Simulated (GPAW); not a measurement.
Runs of GPAW 26.7.0 on Al. The structure is hexagonal, space group P6_3/mmc (No. 194). The conventional cell has a = 2.812 Å, b = 2.812 Å, c = 4.867 Å, α = 90.00°, β = 90.00°, γ = 120.00°. Al (site symmetry -6m2) has 12 Al at 2.81 to 2.93 Å as nearest neighbours. This isn't the form of Al at room conditions, which is fcc.

| task | level | potentials or basis | cell | band path | band points | optimizer | fmax | max steps | pressure (GPa) | V0 of scaled cells (Å³/atom) | B0 (GPa) |
| --- | --- | --- | --- | --- | --- | --- | --- | --- | --- | --- | --- |
| band structure | PBEsol | PAW data sets generated in the run's folder for this functional, pw | as given | GMKGALHA,LM,KH | 60 | - | - | - | -1.2 | - | - |
| equation of state | LDA | the program's PAW data sets (release 1.2.1) made for this functional, pw | as given | - | - | - | - | - | - | (a) | 82 |
| band structure | LDA | the program's PAW data sets (release 1.2.1) made for this functional, pw | as given | GMKGALHA,LM,KH | 60 | - | - | - | -2.9 | - | - |
| equation of state | PBEsol | PAW data sets generated in the run's folder for this functional, pw | as given | - | - | - | - | - | - | 16.42 | (b) |
| relaxation of cell and atoms | PBEsol+D3(BJ) | PAW data sets generated in the run's folder for this functional, pw | relaxed | - | - | BFGS | 0.02 eV/Å | 60 | -0.1 | - | - |

Alike in all rows: no spin polarisation; k mesh 11 × 11 × 6; cutoff (eV) 600; smearing fermi-dirac 0.05 eV.

Fill in the values left out.

(a) 16.04; (b) 80.

Caveats: the cell was scaled at fixed shape and fractional positions, which overstates the stiffness of a crystal with free parameters, most of all of layers and chains (some runs); later steps reuse the first step's grids (some runs); pairwise dispersion overbinds metals, which lowers pressure and volume (some runs).

Not every run made on this cell is shown here.
